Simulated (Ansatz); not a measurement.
A run of Ansatz 0.2.0 is set up as follows.

File input.yaml:

```yaml
crystal:
  lattice:
    - [2.1542, 1.2437279499, 3.758]
    - [-2.1542, 1.2437279499, 3.758]
    - [0.0, -2.4874558998, 3.758]
  atoms:
    - { symbol: Sb, position: [0.76651, 0.76651, 0.76651] }
    - { symbol: Sb, position: [0.23349, 0.23349, 0.23349] }
hamiltonian:
  xc: pbe
  pseudopotentials: { kind: paw }
kpoints:
  mp_grid: { grid: [8, 8, 8] }
scf:
  occupations: { method: fermi_dirac, width: 0.05 }
output:
  forces: true
  stress: true
  eigenvalues: true
  write_density: true
  write_potential: true
  elf: true
  volumetric_format: npy
relax:
  f_tol: 0.01
  max_steps: 40
  cell: { stress_tol: 0.05, p_target: 20.0 }
```

Potentials or basis: Ansatz PAW.

The run is started by

```console
$ ansatz run input.yaml --threads 2 --pin off --max-ram 5632MiB --backend cpu --events-out ev --progress --plain --runs-dir out
```

(1) Predict the space group after relaxing (to 0.05 Å).

(2) Estimate the band gap on the k mesh.

(3) Estimate the relaxed cell.

Results:

(1) R-3m (No. 166).

(2) none (metal or under the smearing width).

(3) a = 4.165 Å, b = 4.165 Å, c = 4.165 Å, α = 57.44°, β = 57.44°, γ = 57.44°.
